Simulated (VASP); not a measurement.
# Co (P-3m1) in VASP: a series of runs, part 2 of 2

VASP 6.6.1.

### 4 Single point, LDA, collinear spin, ferromagnetic start

The input, INCAR:

```
SYSTEM = Co
ADDGRID = .FALSE.
ALGO = Normal
EDIFF = 1E-6
ENCUT = 460
GGA = CA
ISIF = 2
ISMEAR = -1
ISPIN = 2
LASPH = .TRUE.
LCHARG = .FALSE.
LMAXMIX = 4
LORBIT = 11
LREAL = .FALSE.
LWAVE = .FALSE.
MAGMOM = 2 2
NBANDS = 20
NELM = 100
PREC = Accurate
SIGMA = 0.1
```

The input, KPOINTS:

```
k-points
0
G
  13 13 7
  0 0 0
```

The input, POSCAR:

```
Co
1.0
    2.4873648738      0.0000000000      0.0000000000
   -1.2436824369      2.1541211692      0.0000000000
    0.0000000000      0.0000000000      4.0632895034
Co
2
Direct
    0.3275520000      0.6759820000      0.7288160000
    0.6891290000      0.3188900000      0.2643300000
```

Potentials or basis: VASP PAW LDA potentials, release 64 (Co).

The run is started by

```sh
> cat potpaw_LDA.64/Co/POTCAR > POTCAR
> mpirun -np 1 vasp_std > vasp.out
```

OUTCAR:

```text
SYSTEM = Co
   EDIFF = 1E-6
   ENCUT = 460
   GGA = CA
   ISIF = 2
   ISMEAR = -1
   ISPIN = 2
   LASPH = .TRUE.
   LORBIT = 11
   LREAL = .FALSE.
   NELM = 100
   PREC = Accurate

 Found    592 irreducible k-points:

 Following reciprocal coordinates:
            Coordinates               Weight
  0.000000  0.000000  0.000000      1.000000
  0.076923 -0.000000  0.000000      2.000000
  0.000000  0.076923  0.000000      2.000000
 -0.076923  0.076923  0.000000      2.000000
  0.153846  0.000000  0.000000      2.000000
  0.000000  0.153846  0.000000      2.000000
   k-points           NKPTS =    592   k-points in BZ     NKDIM =    592   number of bands    NBANDS=     20
   number of dos      NEDOS =    301   number of ions     NIONS =      2
   total plane-waves  NPLWV =   9072
   dimension x,y,z NGX =    18 NGY =   18 NGZ =   28
   dimension x,y,z NGXF=    36 NGYF=   36 NGZF=   56
   ions per type =               2
   NGX,Y,Z   is equivalent  to a cutoff of  12.03, 12.03, 11.46 a.u.
   NGXF,Y,Z  is equivalent  to a cutoff of  24.06, 24.06, 22.91 a.u.
 SYSTEM =  Co
   PREC   = accura    normal or accurate (medium, high low for compatibility)
   ISTART =      0    job   : 0-new  1-cont  2-samecut
   ICHARG =      2    charge: 1-file 2-atom 10-const
   ISPIN  =      2    spin polarized calculation?
   LNONCOLLINEAR =      F non collinear calculations
   LSORBIT =      F    spin-orbit coupling
   LASPH  =      T    aspherical Exc in radial PAW
   ENCUT  =  460.0 eV  33.81 Ry    5.81 a.u.   4.35  4.35  7.11*2*pi/ulx,y,z
   NELM   =    100;   NELMIN=  2; NELMDL= -5     # of ELM steps
   EDIFF  = 0.1E-05   stopping-criterion for ELM
   LREAL  =      F    real-space projection
   EDIFFG = 0.1E-04   stopping-criterion for IOM
   NSW    =      0    number of steps for IOM
   IBRION =     -1    ionic relax: 0-MD 1-quasi-New 2-CG
   NFREE  =      0    steps in history (QN), initial steepest desc. (CG)
   ISIF   =      2    stress and relaxation
   ISYM   =      2    0-nonsym 1-usesym 2-fastsym
   POTIM  = 0.5000    time-step for ionic-motion
   TEBEG  =    0.0;   TEEND  =   0.0 temperature during run
   PSTRESS=    0.0 pullay stress
   NELECT =      18.0000    total number of electrons
   NUPDOWN=      -1.0000    fix difference up-down
   EMIN   =  10.00;   EMAX   =-10.00  energy-range for DOS
   EFERMI =   0.00;   METHOD = LEGACY
   ISMEAR =    -1;   SIGMA  =   0.10  broadening in eV -4-tet -1-fermi 0-gaus
   EFERMI_NEDOS =   21; number of points for ismear=-14 and -15
   IALGO  =     38    algorithm
   IMIX   =      4    mixing-type and parameters
     AMIX     =   0.40;   BMIX     =  1.00
[... 32 lines left out ...]
 cond. band min:       9.8842539947   @ k =  -0.3846   0.4615  -0.2857
 fundamental gap:      0.0012016813
 Fermi energy:         9.8837624809

 spin component 1

 k-point     1 :       0.0000    0.0000    0.0000
  band No.  band energies     occupation
      1       0.9716      1.00000
      2       4.7641      1.00000
      3       7.2743      1.00000
      4       7.3441      1.00000
      5       7.4244      1.00000
      6       7.6579      1.00000
[... 127 lines left out ...]
     19      36.3285      0.00000
     20      38.1200      0.00000

 [... further k-points ...]

 spin component 2

 k-point     1 :       0.0000    0.0000    0.0000
  band No.  band energies     occupation
      1       1.1540      1.00000
      2       5.6549      1.00000
      3       8.6387      1.00000
      4       8.7670      0.99999
      5       8.8665      0.99996
      6       9.0913      0.99964
[... 127 lines left out ...]
     19      36.5932      0.00000
     20      38.5054      0.00000

 [... further k-points ...]

------------------------ aborting loop because EDIFF is reached ----------------------------------------

  FORCE on cell =-STRESS in cart. coord.  units (eV):
  Direction    XX          YY          ZZ          XY          YZ          ZX
  --------------------------------------------------------------------------------------
  -------------------------------------------------------------------------------------
  Total       -2.3518559     -2.1064029     -2.1527503      0.2350878     -0.0988564      0.1992886
  in kB     -173.0748254   -155.0117585   -158.4224946     17.3002847     -7.2749179     14.6657942
  external PRESSURE =    -162.1696928 kB  Pullay stress =       0.0000000 kB

 VOLUME and BASIS-vectors are now :
 -----------------------------------------------------------------------------
  energy-cutoff  :      460.00
  volume of cell :       21.77
      direct lattice vectors                 reciprocal lattice vectors
     2.487364874  0.000000000  0.000000000     0.402031889  0.232113220  0.000000000
    -1.243682437  2.154121169  0.000000000     0.000000000  0.464226439  0.000000000
     0.000000000  0.000000000  4.063289503     0.000000000  0.000000000  0.246106018

 POSITION                                       TOTAL-FORCE (eV/Angst)
 -----------------------------------------------------------------------------------
     -0.02597      1.45615      2.96139         0.245765     -0.124140      0.890807
      1.31752      0.68693      1.07405        -0.245765      0.124140     -0.890807
 -----------------------------------------------------------------------------------
    total drift:                                0.000011      0.000009      0.000066

  FREE ENERGIE OF THE ION-ELECTRON SYSTEM (eV)
  ---------------------------------------------------
  free  energy   TOTEN  =       -16.0892150914 eV

  energy  without entropy=      -16.0264239012  energy(sigma->0) =      -16.05781950

 total charge

# of ion       s       p       d       tot
------------------------------------------
    1        0.493   0.520   7.287   8.299
    2        0.493   0.520   7.287   8.299
--------------------------------------------------
tot          0.986   1.039  14.574  16.599

 magnetization (x)

# of ion       s       p       d       tot
------------------------------------------
    1       -0.012  -0.037   1.610   1.561
    2       -0.012  -0.037   1.610   1.561
--------------------------------------------------
tot         -0.024  -0.074   3.221   3.122
```

OSZICAR:

```text
N       E                     dE             d eps       ncg     rms          rms(c)
DAV:   1     0.793791080442E+02    0.79379E+02   -0.75903E+03 49936   0.114E+03
DAV:   2    -0.140613259649E+02   -0.93440E+02   -0.84084E+02 48128   0.207E+02
DAV:   3    -0.183576317224E+02   -0.42963E+01   -0.41209E+01 53228   0.545E+01
DAV:   4    -0.184239262452E+02   -0.66295E-01   -0.66246E-01 58760   0.596E+00
DAV:   5    -0.184258061750E+02   -0.18799E-02   -0.18798E-02 55172   0.945E-01    0.154E+01
DAV:   6    -0.166273416042E+02    0.17985E+01   -0.81016E+00 53708   0.593E+01    0.789E+00
DAV:   7    -0.161314921803E+02    0.49585E+00   -0.13940E+00 54240   0.224E+01    0.386E+00
DAV:   8    -0.161055756936E+02    0.25916E-01   -0.16074E-02 68056   0.111E+00    0.169E+00
DAV:   9    -0.160908514023E+02    0.14724E-01   -0.20972E-03 82668   0.797E-01    0.467E-01
DAV:  10    -0.160892975125E+02    0.15539E-02   -0.41341E-04 62076   0.228E-01    0.896E-02
DAV:  11    -0.160892244513E+02    0.73061E-04   -0.33961E-05 62904   0.561E-02    0.344E-02
DAV:  12    -0.160892190554E+02    0.53959E-05   -0.33495E-06 55564   0.154E-02    0.209E-02
DAV:  13    -0.160892149979E+02    0.40576E-05   -0.98592E-07 32020   0.125E-02    0.648E-03
DAV:  14    -0.160892150914E+02   -0.93560E-07   -0.53166E-07 25812   0.741E-03
   1 F= -.16089215E+02 E0= -.16057819E+02  d E =-.627912E-01  mag=     3.1198
```

stdout:

```text
POSCAR found type information on POSCAR Co
 POSCAR found :  1 types and       2 ions
 scaLAPACK will be used
 LDA part: xc-table for (Slater(with rela. corr.)+CA(PZ))
 , standard interpolation
 POSCAR, INCAR and KPOINTS ok, starting setup
 FFT: planning ... GRIDC
 FFT: planning ... GRID_SOFT
 FFT: planning ... GRID
 WAVECAR not read
 entering main loop
```

Run time: 3.6 min. Hardware: 1 thread of Intel Xeon Platinum 8488C (Sapphire Rapids), shared host; peak memory 0.37 GiB.

The run converged, but some of its settings lie outside the range that counts as converged, so its numbers aren't taken as properties of the crystal.

What came out:

| Quantity | Value |
| --- | --- |
| Free energy | -16.0892 eV |
| Pressure | -16.2 GPa |
| Largest force | 0.932 eV/Å |
| Band gap on the k mesh | none (metal or under the smearing width) |
| Net moment | 3.12 μB per cell |
| Site moments | Co +1.56 μB |
| Valence electrons inside the program's atomic spheres | Co 8.30 |

### 5 Single point, LDA, collinear spin, ferromagnetic start

INCAR, as its differences from that of step 4:

```diff
@@ -19,2 +19,2 @@
 PREC = Accurate
-SIGMA = 0.1
+SIGMA = 0.4
```

KPOINTS is that of step 4.

The input, POSCAR:

```
Co
1.0
    2.4873648738      0.0000000000      0.0000000000
   -1.2436824369      2.1541211692      0.0000000000
    0.0000000000      0.0000000000      4.0632895034
Co
2
Direct
    0.3333333333      0.6666666667      0.7401390000
    0.6666666667      0.3333333333      0.2598610000
```

The run is started by

```sh
> cat potpaw_LDA.64/Co/POTCAR > POTCAR
> mpirun -np 1 vasp_std > vasp.out
```

Run time: 70 s. Hardware: 1 thread of Intel Xeon Platinum 8488C (Sapphire Rapids), shared host; peak memory 0.17 GiB.

These settings aren't checked as converged: the numbers below hold their error.

What came out:

| Property | Result |
| --- | --- |
| Free energy | -16.9524 eV |
| Pressure | -19.9 GPa |
| Largest force | 0.498 eV/Å |
| Band gap on the k mesh | none (metal or under the smearing width) |
| Net moment | 0.00 μB per cell |
| Valence electrons inside the program's atomic spheres | Co 8.28 |

Caveat: the starting moments collapsed, and a magnetic state may lie lower.

### 6 For comparison

An earlier run on the cell as given: functional PBE; potentials or basis VASP PAW PBE potentials, release 64 (Co); cutoff 520 eV; k mesh 12 × 12 × 7; occupations fermi-dirac, width 0.05 eV; collinear spin, ferromagnetic start; starting moments [2.0, 2.0] μB.

* Pressure: 0.0 GPa
* Largest force: 0.481 eV/Å
* Band gap on the k mesh: none (metal or under the smearing width)
* Net moment: 3.26 μB per cell
* Site moments: Co +1.65 μB
* Valence electrons inside the program's atomic spheres: Co 8.27
